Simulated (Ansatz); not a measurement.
Computed with DFT PBE, scalar-relativistic, plane waves, PAW in Ansatz 0.2.0. Settings: cutoff 420 eV, Γ-centred meshes no coarser than 0.19 Å⁻¹ for metals and 0.3 Å⁻¹ for insulators (2π included), Gaussian smearing.

These are static lattice energies at zero pressure. The comparison covers the computed candidates alone. For metals, differences of a few meV/atom aren't resolved. No run is spin-polarised.

(1) Which of these relaxed structures of Na₂H₃ is the lowest in energy?
A.

```cif
data_structure
_symmetry_space_group_name_H-M 'R-3m:H'
_symmetry_Int_Tables_number 166
_cell_length_a 3.3246
_cell_length_b 3.3246
_cell_length_c 17.6062
_cell_angle_alpha 90.000
_cell_angle_beta 90.000
_cell_angle_gamma 120.000
_cell_volume 168.53
loop_
_atom_site_label
_atom_site_type_symbol
_atom_site_symmetry_multiplicity
_atom_site_Wyckoff_symbol
_atom_site_fract_x
_atom_site_fract_y
_atom_site_fract_z
_atom_site_occupancy
Na1 Na 6 c 0.66667 0.33333 0.74694 1
H1 H 3 a 0.00000 0.00000 0.00000 1
H2 H 6 c 0.33333 0.66667 0.83537 1
```

B.

```cif
data_structure
_symmetry_space_group_name_H-M 'R-3c:H'
_symmetry_Int_Tables_number 167
_cell_length_a 6.1096
_cell_length_b 6.1096
_cell_length_c 12.9049
_cell_angle_alpha 90.000
_cell_angle_beta 90.000
_cell_angle_gamma 120.000
_cell_volume 417.17
loop_
_atom_site_label
_atom_site_type_symbol
_atom_site_symmetry_multiplicity
_atom_site_Wyckoff_symbol
_atom_site_fract_x
_atom_site_fract_y
_atom_site_fract_z
_atom_site_occupancy
Na1 Na 12 c 0.33333 0.66667 0.53628 1
H1 H 18 e 0.96171 0.33333 0.08333 1
```

## Answers

(1) A. The R-3m (No. 166) one; the other lies 180 meV/atom higher.